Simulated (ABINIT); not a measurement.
# As (R-3m) in ABINIT: notebook

The runs below take As through relaxation of cell and atoms, single point, with PBE.

All numbers are computed with ABINIT 10.8.3 (patched build); they aren't measurements. Logs are shortened: lines on timing, memory, paths and dates and some standing lists are left out, and cuts for length are marked. The log counts tension as positive stress, the text compression.

## 1. Starting point

It takes space group R-3m (No. 166, trigonal). The conventional cell has a = 3.762 Å, b = 3.762 Å, c = 10.542 Å, α = 90.00°, β = 90.00°, γ = 120.00°. As (site symmetry 3m) has 3 As at 2.51 Å as nearest neighbours.

## 2. Relaxation of cell and atoms, PBE

File run.abi:

```
pp_dirpath "./"
pseudos "As.upf"

acell 3*1.0
rprim
     3.5541910346     2.0520131505     6.6406147546
    -3.5541910346     2.0520131505     6.6406147546
     0.0000000000    -4.1040263011     6.6406147546
ntypat 1
znucl 33
natom 2
typat 1 1
chkprim 0
chksymtnons 0
tolsym 1.0e-6
xred
   0.2260000000   0.2260000000   0.2260000000
   0.7740000000   0.7740000000   0.7740000000

ecut 42.0
ecutsm 0.5

kptopt 1
ngkpt 7 7 7
nshiftk 1
shiftk 0.0 0.0 0.0

ixc 11

nband 19
occopt 3
tsmear 0.05 eV

nstep 80
tolvrs 1.0e-12

iomode 3
prteig 0
prtebands 0
prtwf 0
prtden 0

ionmov 2
optcell 2
ntime 50
tolmxf 2.0e-5
dilatmx 1.08
```

Potentials or basis: PseudoDojo NC SR PBE v0.4.1 standard.

On the command line:

```bash
$ mpirun --bind-to none -np 4 abinit run.abi > log 2>&1
```

run.abo:

```text
.Version 10.8.3 of ABINIT
 Symmetries : space group R-3 m (#166); Bravais hR (rhombohedral)
================================================================================
 Values of the parameters that define the memory need of the present run
     intxc =       0    ionmov =       2      iscf =       7    lmnmax =       6
     lnmax =       6     mgfft =      50  mpssoang =       3    mqgrid =    3001
     natom =       2  nloc_mem =       1    nspden =       1   nspinor =       1
    nsppol =       1      nsym =      12    n1xccc =    2501    ntypat =       1
    occopt =       3   xclevel =       2
       mpw =        4785          nfft =      125000          nkpt =          44
================================================================================
================================================================================

--------------------------------------------------------------------------------
------------- Echo of variables that govern the present computation ------------
--------------------------------------------------------------------------------
 -outvars: echo values of preprocessed input variables --------
            acell      1.0000000000E+00  1.0000000000E+00  1.0000000000E+00 Bohr
              amu      7.49215900E+01
          chkprim           0
      chksymtnons           0
          dilatmx      1.08000000E+00
             ecut      4.20000000E+01 Hartree
           ecutsm      5.00000000E-01 Hartree
           ionmov           2
              ixc          11
         kptrlatt        7    0    0      0    7    0      0    0    7
          kptrlen      4.97586745E+01
            natom           2
            nband          19
            ngfft          50      50      50
             nkpt          44
            nstep          80
             nsym          12
            ntime          50
           ntypat           1
           occopt           3
          optcell           2
           prtden           0
        prtebands           0
           prteig           0
            prtwf           0
            rprim      3.5541910346E+00  2.0520131505E+00  6.6406147546E+00
                      -3.5541910346E+00  2.0520131505E+00  6.6406147546E+00
                       0.0000000000E+00 -4.1040263011E+00  6.6406147546E+00
          spgroup         166
           tolmxf      2.00000000E-05
           tolsym      1.00000000E-06
           tolvrs      1.00000000E-12
           tsmear      1.83746611E-03 Hartree
            typat      1  1
           xangst     -7.9101910811E-17 -1.1959410062E-11  2.3825340307E+00
                      -2.4720943586E-16 -4.0958675513E-11  8.1596519457E+00
            xcart     -1.4948094747E-16 -2.2600009645E-11  4.5023368036E+00
                      -4.6715812951E-16 -7.7400679199E-11  1.5419507460E+01
             xred      2.2600000000E-01  2.2600000000E-01  2.2600000000E-01
                       7.7400000000E-01  7.7400000000E-01  7.7400000000E-01
            znucl       33.00000

================================================================================

 chkinp: Checking input parameters for consistency.

================================================================================
== DATASET  1 ==================================================================

--- !DatasetInfo
iteration_state: {dtset: 1, }
dimensions: {natom: 2, nkpt: 44, mband: 19, nsppol: 1, nspinor: 1, nspden: 1, mpw: 4785, }
cutoff_energies: {ecut:  42.0, pawecutdg:  -1.0, }
electrons: {nelect:   3.00000000E+01, charge:   0.00000000E+00, occopt:   3.00000000E+00, tsmear:   1.83746611E-03, }
meta: {optdriver: 0, ionmov: 2, optcell: 2, iscf: 7, paral_kgb: 0, }
...

 Exchange-correlation functional for the present dataset will be:
  GGA: Perdew-Burke-Ernzerhof functional - ixc=11
  J.P.Perdew, K.Burke, M.Ernzerhof, PRL 77, 3865 (1996)

 Real(R)+Recip(G) space primitive vectors, cartesian coordinates (Bohr,Bohr^-1):
 R(1)=  3.5541910  2.0520132  6.6406148  G(1)=  0.1406790  0.0812211  0.0501962
 R(2)= -3.5541910  2.0520132  6.6406148  G(2)= -0.1406790  0.0812211  0.0501962
 R(3)=  0.0000000 -4.1040263  6.6406148  G(3)=  0.0000000 -0.1624421  0.0501962
 Unit cell volume ucvol=  2.9058985E+02 bohr^3
 Angles (23,13,12)=  5.41670000E+01  5.41670000E+01  5.41670000E+01 degrees

 getcut: wavevector=  0.0000  0.0000  0.0000  ngfft=  50  50  50
         ecut(hartree)=     48.989   => boxcut(ratio)=   2.03332

--- Pseudopotential description ------------------------------------------------
- pspini: atom type   1  psp file is ./As.upf
  33.00000  15.00000  171031                  znucl, zion, pspdat
12 -101130 2 -1 1358                          pspcod,pspxc,lmax,lloc,mmax
     nproj     2     2     2

   1.73453673E+03                                ecore*ucvol(ha*bohr**3)
--------------------------------------------------------------------------------

================================================================================

=== [ionmov= 2] Broyden-Fletcher-Goldfarb-Shanno method (forces)
================================================================================

--- Iteration: ( 1/50) Internal Cycle: (1/1)
--------------------------------------------------------------------------------

---SELF-CONSISTENT-FIELD CONVERGENCE--------------------------------------------

--- !BeginCycle
iteration_state: {dtset: 1, itime: 1, icycle: 1, }
solver: {iscf: 7, nstep: 80, nline: 4, wfoptalg: 0, }
tolerances: {tolvrs: 1.00E-12, }
...
[... 1451 lines left out ...]
  3.60922442614857E+00  2.08378669392388E+00  6.72436603035333E+00
 -3.60922442614857E+00  2.08378669392388E+00  6.72436603035333E+00
  0.00000000000000E+00 -4.16757338794901E+00  6.72436603035333E+00
 Unitary Cell Volume (ucvol) [Bohr^3]=  3.03437844272470E+02
 Angles (23,13,12)= [degrees]
  5.42871581758546E+01  5.42871581758546E+01  5.42871581767735E+01
 Lengths [Bohr]
  7.91111663763412E+00  7.91111663763412E+00  7.91111663762522E+00
 Stress tensor in cartesian coordinates (strten) [Ha/bohr^3]
 -6.75666613735026E-08  0.00000000000000E+00  0.00000000000000E+00
  0.00000000000000E+00 -6.75658474169616E-08  9.45661588003355E-14
  0.00000000000000E+00  9.45661588003355E-14 -6.91482084785866E-09
 Total energy (etotal) [Ha]= -2.12134305433526E+02

 Difference of energy with previous step (new-old):
           Absolute (Ha)=-9.10592E-09
           Relative     =-4.29252E-11

 At Broyd/MD step  15, gradients are converged :
  max grad (force/stress) = 6.7567E-06 < tolmxf= 2.0000E-05 ha/bohr (free atoms)

================================================================================

 ----iterations are completed or convergence reached----

 Mean square residual over all n,k,spin=   97.771E-17; max=  42.439E-14
 reduced coordinates (array xred) for    2 atoms
       0.226705727607      0.226705727607      0.226705727607
       0.773294272393      0.773294272393      0.773294272393
 rms dE/dt=  1.1600E-05; max dE/dt=  1.1600E-05; dE/dt below (all hartree)
    1      -0.000011600494     -0.000011600494     -0.000011600494
    2       0.000011600494      0.000011600494      0.000011600494

 cartesian coordinates (angstrom) at end:
    1     -0.00000000000000    -0.00000000001215     2.42011623701119
    2      0.00000000000000    -0.00000000004144     8.25502753884642

 cartesian forces (hartree/bohr) at end:
    1      0.00000000000000     0.00000000000000     0.00000172514310
    2     -0.00000000000000    -0.00000000000000    -0.00000172514310
 frms,max,avg= 9.9601183E-07 1.7251431E-06   0.000E+00  0.000E+00  0.000E+00 h/b

 cartesian forces (eV/Angstrom) at end:
    1      0.00000000000000     0.00000000000000     0.00008871042502
    2     -0.00000000000000    -0.00000000000000    -0.00008871042502
 frms,max,avg= 5.1216988E-05 8.8710425E-05   0.000E+00  0.000E+00  0.000E+00 e/A
 length scales=  7.911116637634  7.911116637634  7.911116637625 bohr
              =  4.186382634591  4.186382634591  4.186382634587 angstroms
 Fermi (or HOMO) energy (hartree) =   0.18911   Average Vxc (hartree)=  -0.38657
 Eigenvalues (hartree) for nkpt=  44  k points:
 kpt#   1, nband= 19, wtk=  0.00292, kpt=  0.0000  0.0000  0.0000 (reduced coord)
  -1.14470   -1.14470   -1.14345   -1.14345   -1.14208   -1.14119   -1.14119   -1.14052
  -1.13953   -1.13953   -0.34958   -0.03291    0.10202    0.11839    0.11839    0.25112
   0.29374    0.29374    0.44250
      occupation numbers for kpt#   1
   2.00000    2.00000    2.00000    2.00000    2.00000    2.00000    2.00000    2.00000
   2.00000    2.00000    2.00000    2.00000    2.00000    2.00000    2.00000    0.00000
   0.00000    0.00000    0.00000
 prteigrs : prtvol=0 or 1, do not print more k-points.

--- !EnergyTerms
iteration_state     : {dtset: 1, itime: 15, icycle: 1, }
comment             : Components of total free energy in Hartree
kinetic             :  1.52395797973318E+02
hartree             :  6.10573768601527E+01
xc                  : -4.74857904682053E+01
Ewald energy        : -1.18072595073812E+02
psp_core            :  5.71628344706745E+00
local_psp           : -1.61074706501907E+02
non_local_psp       : -1.04670580051083E+02
internal            : -2.12134213814470E+02
'-kT*entropy'       : -9.16190564044779E-05
total_energy        : -2.12134305433526E+02
total_energy_eV     : -5.77246852117460E+03
band_energy         : -2.32772450902125E+01
...

 rms coord change=  7.0573E-04   atom, delta coord (reduced):
     1        0.000705727607      0.000705727607      0.000705727607
     2       -0.000705727607     -0.000705727607     -0.000705727607

 Cartesian components of stress tensor (hartree/bohr^3)
  sigma(1 1)= -6.75666614E-08  sigma(3 2)=  9.45661588E-14
  sigma(2 2)= -6.75658474E-08  sigma(3 1)=  0.00000000E+00
  sigma(3 3)= -6.91482085E-09  sigma(2 1)=  0.00000000E+00

-Cartesian components of stress tensor (GPa)         [Pressure=  1.3931E-03 GPa]
- sigma(1 1)= -1.98787981E-03  sigma(3 2)=  2.78223245E-09
- sigma(2 2)= -1.98785586E-03  sigma(3 1)=  0.00000000E+00
- sigma(3 3)= -2.03441053E-04  sigma(2 1)=  0.00000000E+00

== END DATASET(S) ==============================================================
================================================================================

 -outvars: echo values of variables after computation  --------
            acell      7.9111166376E+00  7.9111166376E+00  7.9111166376E+00 Bohr
           etotal     -2.1213430543E+02
            fcart      4.0049180031E-22  3.2469333422E-22  1.7251431013E-06
                      -4.0049180031E-22 -3.2469333422E-22 -1.7251431013E-06
            rprim      4.5622186999E-01  2.6339981944E-01  8.4998949432E-01
                      -4.5622186999E-01  2.6339981944E-01  8.4998949432E-01
                       0.0000000000E+00 -5.2679963889E-01  8.4998949432E-01
           strten     -6.7566661374E-08 -6.7565847417E-08 -6.9148208479E-09
                       9.4566158800E-14  0.0000000000E+00  0.0000000000E+00
           xangst     -2.5797292902E-16 -1.2148790372E-11  2.4201162370E+00
                       7.3507111849E-16 -4.1437001449E-11  8.2550275388E+00
             xred      2.2670572761E-01  2.2670572761E-01  2.2670572761E-01
                       7.7329427239E-01  7.7329427239E-01  7.7329427239E-01
 Calculation completed.
```

Wall time 5.9 min (4 MPI ranks of Intel Xeon 6975P-C (Granite Rapids), shared host); peak memory 0.44 GiB.

Results:

```
Free energy                            : -5772.4685 eV
Relaxed volume                         : 22.48 Å³/atom
Relaxed cell                           : a = 4.186 Å, b = 4.186 Å, c = 4.186 Å, α = 54.29°, β = 54.29°, γ = 54.29°
Space group after relaxing (to 0.05 Å) : R-3m (No. 166)
Energy gained by relaxing              : 12.2 meV/atom
Ionic steps                            : 15
Pressure after relaxing                : 0.0 GPa
Band gap on the k mesh                 : none (metal or under the smearing width)
```

The path:
```tsv
step	energy change (eV)	largest force (eV/Å)	pressure (GPa)	volume (Å³)
1	0.0000	0.4023	3.73	43.06
2	-0.0126	0.2533	2.57	43.55
3	-0.0241	0.0389	0.26	44.65
4	-0.0242	0.0493	0.11	44.75
5	-0.0243	0.0448	-0.02	44.85
6	-0.0244	0.0238	-0.07	44.91
7	-0.0245	0.0060	-0.03	44.91
8	-0.0245	0.0012	0.00	44.90
9	-0.0245	0.0006	0.01	44.89
10	-0.0245	0.0000	0.02	44.89
11	-0.0245	0.0007	0.03	44.89
12	-0.0245	0.0014	0.04	44.91
13	-0.0245	0.0014	0.03	44.94
14	-0.0245	0.0006	0.01	44.96
15	-0.0245	0.0001	0.00	44.96
```

Final structure:
```xyz
2
Lattice="1.9099 1.1027 3.5584 -1.9099 1.1027 3.5584 0.0000 -2.2054 3.5584" Properties=species:S:1:pos:R:3 pbc="T T T"
As    0.0000    0.0000    2.4201
As    0.0000    0.0000    8.2550
```

PBE usually gives volumes a little too large and moduli too small. Zero-point motion and thermal expansion aren't in these numbers.

## 3. Single point, PBE (cell relaxed)

File run.abi:

```
# Pseudopotentials
pp_dirpath "./"
pseudos "As.upf"

# Structure
acell 4.1863826385 4.1863826385 4.1863826357 Angstrom
rprim
     0.4562218710     0.2633998192     0.8499894939
    -0.4562218710     0.2633998192     0.8499894939
     0.0000000000    -0.5267996387     0.8499894944
ntypat 1
znucl 33
natom 2
typat 1 1
xcart
     0.0000000000     0.0000000000     4.5733569278
     0.0000000000     0.0000000000    15.5997411574
chkprim 0
chksymtnons 0
tolsym 1.0e-6

# Plane-wave basis
ecut 42.0

# k points
kptopt 1
ngkpt 7 7 7
nshiftk 1
shiftk 0.0 0.0 0.0

# Exchange and correlation
ixc 11

# Bands and occupations
nband 19
occopt 3
tsmear 0.05 eV

# SCF cycle
nstep 100
tolvrs 1.0e-10

# Output
iomode 3
prtwf 0
prtden 0
prteig 0
prtebands 0
```

Potentials or basis: PseudoDojo NC SR PBE v0.4.1 standard.

On the command line:

```bash
$ mpirun --bind-to none -np 4 abinit run.abi > log 2>&1
```

run.abo:

```text
.Version 10.8.3 of ABINIT
 Symmetries : space group R-3 m (#166); Bravais hR (rhombohedral)
================================================================================
 Values of the parameters that define the memory need of the present run
     intxc =       0    ionmov =       0      iscf =       7    lmnmax =       6
     lnmax =       6     mgfft =      48  mpssoang =       3    mqgrid =    3001
     natom =       2  nloc_mem =       1    nspden =       1   nspinor =       1
    nsppol =       1      nsym =      12    n1xccc =    2501    ntypat =       1
    occopt =       3   xclevel =       2
       mpw =        3976          nfft =      110592          nkpt =          44
================================================================================
================================================================================

--------------------------------------------------------------------------------
------------- Echo of variables that govern the present computation ------------
--------------------------------------------------------------------------------
 -outvars: echo values of preprocessed input variables --------
            acell      7.9111166450E+00  7.9111166450E+00  7.9111166397E+00 Bohr
              amu      7.49215900E+01
          chkprim           0
      chksymtnons           0
             ecut      4.20000000E+01 Hartree
              ixc          11
         kptrlatt        7    0    0      0    7    0      0    0    7
          kptrlen      5.05291420E+01
            natom           2
            nband          19
            ngfft          48      48      48
             nkpt          44
            nstep         100
             nsym          12
           ntypat           1
           occopt           3
           prtden           0
        prtebands           0
           prteig           0
            prtwf           0
            rprim      4.5622187100E-01  2.6339981920E-01  8.4998949390E-01
                      -4.5622187100E-01  2.6339981920E-01  8.4998949390E-01
                       0.0000000000E+00 -5.2679963870E-01  8.4998949440E-01
          spgroup         166
           tolsym      1.00000000E-06
           tolvrs      1.00000000E-10
           tsmear      1.83746611E-03 Hartree
[... 118 lines left out ...]

 cartesian coordinates (angstrom) at end:
    1     -0.00000000000000    -0.00000000005989     2.42011626187528
    2     -0.00000000000000     0.00000000005989     8.25502751088136

 cartesian forces (hartree/bohr) at end:
    1      0.00000000000000    -0.00000000000000     0.00000221547513
    2     -0.00000000000000     0.00000000000000    -0.00000221547513
 frms,max,avg= 1.2791052E-06 2.2154751E-06   0.000E+00  0.000E+00  0.000E+00 h/b

 cartesian forces (eV/Angstrom) at end:
    1      0.00000000000000    -0.00000000000001     0.00011392431194
    2     -0.00000000000000     0.00000000000001    -0.00011392431194
 frms,max,avg= 6.5774232E-05 1.1392431E-04   0.000E+00  0.000E+00  0.000E+00 e/A
 length scales=  7.911116645020  7.911116645020  7.911116639729 bohr
              =  4.186382638500  4.186382638500  4.186382635700 angstroms
 Fermi (or HOMO) energy (hartree) =   0.18911   Average Vxc (hartree)=  -0.38657
 Eigenvalues (hartree) for nkpt=  44  k points:
 kpt#   1, nband= 19, wtk=  0.00292, kpt=  0.0000  0.0000  0.0000 (reduced coord)
  -1.14470   -1.14470   -1.14345   -1.14345   -1.14208   -1.14119   -1.14119   -1.14052
  -1.13952   -1.13952   -0.34958   -0.03291    0.10202    0.11839    0.11839    0.25112
   0.29374    0.29374    0.44250
      occupation numbers for kpt#   1
   2.00000    2.00000    2.00000    2.00000    2.00000    2.00000    2.00000    2.00000
   2.00000    2.00000    2.00000    2.00000    2.00000    2.00000    2.00000    0.00000
   0.00000    0.00000    0.00000
 prteigrs : prtvol=0 or 1, do not print more k-points.

--- !EnergyTerms
iteration_state     : {dtset: 1, }
comment             : Components of total free energy in Hartree
kinetic             :  1.52395796238155E+02
hartree             :  6.10573779793511E+01
xc                  : -4.74857913141705E+01
Ewald energy        : -1.18072595314341E+02
psp_core            :  5.71628342711508E+00
local_psp           : -1.61074717976073E+02
non_local_psp       : -1.04670567905129E+02
internal            : -2.12134214865092E+02
'-kT*entropy'       : -9.16190830999880E-05
total_energy        : -2.12134306484175E+02
total_energy_eV     : -5.77246854976421E+03
band_energy         : -2.32772384405733E+01
...

 Cartesian components of stress tensor (hartree/bohr^3)
  sigma(1 1)=  2.38424688E-07  sigma(3 2)= -2.01983097E-12
  sigma(2 2)=  2.38546201E-07  sigma(3 1)=  0.00000000E+00
  sigma(3 3)=  3.07741143E-07  sigma(2 1)=  0.00000000E+00

-Cartesian components of stress tensor (GPa)         [Pressure= -7.6957E-03 GPa]
- sigma(1 1)=  7.01469651E-03  sigma(3 2)= -5.94254787E-08
- sigma(2 2)=  7.01827155E-03  sigma(3 1)=  0.00000000E+00
- sigma(3 3)=  9.05405702E-03  sigma(2 1)=  0.00000000E+00

== END DATASET(S) ==============================================================
================================================================================

 -outvars: echo values of variables after computation  --------
            acell      7.9111166450E+00  7.9111166450E+00  7.9111166397E+00 Bohr
           etotal     -2.1213430648E+02
            fcart      1.5458180626E-22 -1.9206063223E-16  2.2154751346E-06
                      -1.5458180626E-22  1.9206063223E-16 -2.2154751346E-06
            rprim      4.5622187100E-01  2.6339981920E-01  8.4998949390E-01
                      -4.5622187100E-01  2.6339981920E-01  8.4998949390E-01
                       0.0000000000E+00 -5.2679963870E-01  8.4998949440E-01
           strten      2.3842468815E-07  2.3854620133E-07  3.0774114298E-07
                      -2.0198309659E-12  0.0000000000E+00  0.0000000000E+00
           xangst     -2.1951968558E-17 -5.9885287871E-11  2.4201162619E+00
                      -4.6215933511E-17  5.9885110893E-11  8.2550275109E+00
             xred      2.2670572983E-01  2.2670572983E-01  2.2670572988E-01
                       7.7329426944E-01  7.7329426944E-01  7.7329426949E-01
 Calculation completed.
```

Run time: 21 s. Hardware: 4 MPI ranks of Intel Xeon 6975P-C (Granite Rapids), shared host; peak memory 0.4 GiB.

What came out:

- Free energy: -5772.4685 eV
- Pressure: 0.0 GPa
- Band gap on the k mesh: none (metal or under the smearing width)
- Valence electrons inside the program's atomic spheres: As 12.26 (radii [1.0584] Å)
